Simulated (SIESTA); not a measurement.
Runs of SIESTA 5.4.2 on BeS. It takes space group F-43m (No. 216, cubic). The conventional cell has a = 4.850 Å, b = 4.850 Å, c = 4.850 Å, α = 90.00°, β = 90.00°, γ = 90.00°. S (site symmetry -43m) has 4 Be at 2.10 Å as nearest neighbours. Be (site symmetry -43m) has 4 S at 2.10 Å as nearest neighbours. 

```tsv
potentials or basis	gap on the mesh (eV)	pressure (GPa)
PseudoDojo 0.4 standard (PBE files), DZDP (energy shift 0.003 Ry; two zetas on semicore shells)	3.17	3.2
PseudoDojo 0.4 standard (PBE files), DZP (energy shift 0.003 Ry; two zetas on semicore shells)	3.16	1.9
PseudoDojo 0.4 standard (PBE files), SZP (energy shift 0.003 Ry)	(c)	(a)
PseudoDojo 0.4 standard (PBE files), TZP (energy shift 0.003 Ry; two zetas on semicore shells)	3.17	(b)
PseudoDojo 0.4 standard (PBE files), TZDP (energy shift 0.003 Ry; two zetas on semicore shells)	3.19	3.4
```

Alike in all rows: task single point; level PBE; no spin polarisation; cell as given; k mesh 9 × 9 × 9; smearing fermi-dirac 0.05 eV; grid cutoff 800 Ry; energy shift 0.003 Ry.

Problem. Estimate the missing entries.

Solution. (a) 2.9; (b) 2.1; (c) 3.58.

Caveats: short orbitals over semicore shells can move pressures by several GPa; an odd mesh through Γ misses points on the zone boundary, where band edges often lie; the basis of atomic orbitals isn't converged, which shifts pressures, moduli and gaps.
